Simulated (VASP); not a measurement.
Here is a VASP 6.6.1 calculation.

The input INCAR:

```
PREC = Accurate
ENCUT = 600
EDIFF = 1E-7
ISMEAR = 0
SIGMA = 0.02
LREAL = False
LASPH = True
NELM = 80
ALGO = Normal
ISIF = 3
LWAVE = False
LCHARG = False
GGA = PS
IBRION = 2
NSW = 90
EDIFFG = -0.005
```

Contents of KPOINTS:

```
Automatic mesh
0
Gamma
  3 3 2
```

The input POSCAR:

```
AlN
1.0
    3.1285881400      0.0000000000      0.0000000000
   -1.5642940700      2.7094368000      0.0000000000
    0.0000000000      0.0000000000      5.0169550000
Al N
2 2
Direct
    0.6666666700      0.3333333300      0.4992870000
    0.3333333300      0.6666666700      0.9992870000
    0.6666666700      0.3333333300      0.8807130000
    0.3333333300      0.6666666700      0.3807130000
```

Potentials or basis: VASP PAW PBE potentials, release 64 (Al, N).

Run with:

```bash
$ cat potpaw_PBE.64/Al/POTCAR potpaw_PBE.64/N/POTCAR > POTCAR
$ mpirun -np 1 vasp_std > vasp.out
```

(1) Estimate the relaxed cell.

(2) Estimate the band gap on the k mesh.

(3) What does it give for the space group after relaxing (to 0.05 Å)?

(4) What does it give for the relaxed volume?

Answers

(1) a = 3.124 Å, b = 3.124 Å, c = 4.946 Å, α = 90.00°, β = 90.00°, γ = 120.00°.

(2) 4.03 eV, direct.

(3) P6_3mc (No. 186).

(4) 10.45 Å³/atom.

Caveat: the k mesh is coarse (spacing up to 0.77 Å⁻¹), so the values aren't converged; the PAW data sets were made with another functional, which shifts forces and pressure a little.
